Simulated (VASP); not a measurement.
A run of VASP 6.6.1 is set up as follows.

Contents of INCAR:

```
PREC     = Accurate       # precision mode
ENCUT    = 520            # plane-wave cutoff, eV
EDIFF    = 1E-6           # SCF threshold, eV
ISMEAR   = 0              # smearing method
SIGMA    = 0.02           # smearing width, eV
LREAL    = False          # projectors in reciprocal space
LASPH    = True           # aspherical terms in the spheres
NELM     = 100            # most SCF steps
ALGO     = Normal         # electronic algorithm
ISIF     = 2              # what is computed and relaxed
LWAVE    = False          # write WAVECAR
LCHARG   = False          # write CHGCAR
METAGGA  = R2SCAN         # meta-GGA
LMIXTAU  = True
```

KPOINTS

```
regular mesh
0
Gamma
  4 4 4
```

File POSCAR:

```
HfO2
1.0
    5.0762300000      0.0000000000     -0.0024800000
    0.0000000000      5.1542900000      0.0000000000
   -0.8756500000      0.0000000000      5.1713200000
Hf O
4 8
Direct
    0.2773100000      0.4573000000      0.7076600000
    0.7226900000      0.9573000000      0.7923400000
    0.7226900000      0.5427000000      0.2923400000
    0.2773100000      0.0427000000      0.2076600000
    0.4470700000      0.7418200000      0.9808000000
    0.5529300000      0.2418200000      0.5192000000
    0.5529300000      0.2581800000      0.0192000000
    0.4470700000      0.7581800000      0.4808000000
    0.0711500000      0.3371800000      0.3408000000
    0.9288500000      0.8371800000      0.1592000000
    0.9288500000      0.6628200000      0.6592000000
    0.0711500000      0.1628200000      0.8408000000
```

Potentials or basis: VASP PAW PBE potentials, release 64 (Hf_pv, O).

Run with:

```bash
$ cat potpaw_PBE.64/Hf_pv/POTCAR potpaw_PBE.64/O/POTCAR > POTCAR
$ mpirun -np 1 vasp_std > vasp.out
```

What does it give for the largest force?

0.120 eV/Å.

Predict the pressure.

2.0 GPa.

Predict the band gap on the k mesh.

4.57 eV, indirect (least direct gap 4.66 eV).

Forces in eV/Å, atoms in the order of the input:
```
Hf  -0.109  0.051 -0.007
Hf   0.109  0.051  0.007
Hf   0.109 -0.051  0.007
Hf  -0.109 -0.051 -0.007
O   -0.015 -0.005 -0.022
O    0.015 -0.005  0.022
O    0.015  0.005  0.022
O   -0.015  0.005 -0.022
O    0.015 -0.010 -0.020
O   -0.015 -0.010  0.020
O   -0.015  0.010  0.020
O    0.015  0.010 -0.020
```

Caveat: the PAW data sets were made with another functional, which shifts forces and pressure a little; spin-orbit coupling is left out, which moves the levels of the heavy elements.

**What was measured.**

“Temperature dependence of self-trapped exciton luminescence in nanostructured hafnia powder”, 2021, arxiv:2112.02602 quotes, for a bulk crystal of HfO2: band gap 5.54 eV (indirect).

Against the measured gap of HfO2, 5.54 eV (indirect; quoted in “Temperature dependence of self-trapped exciton luminescence in nanostructured hafnia powder”, 2021, arxiv:2112.02602), the calculated 4.57 eV is off by -0.97 eV. Spin-orbit coupling on Hf is left out. The value is that of r2SCAN on a finite k mesh, which can miss the band edges, without temperature or zero-point motion. The cell is a database's relaxed one, not the measured one, which moves gaps too.
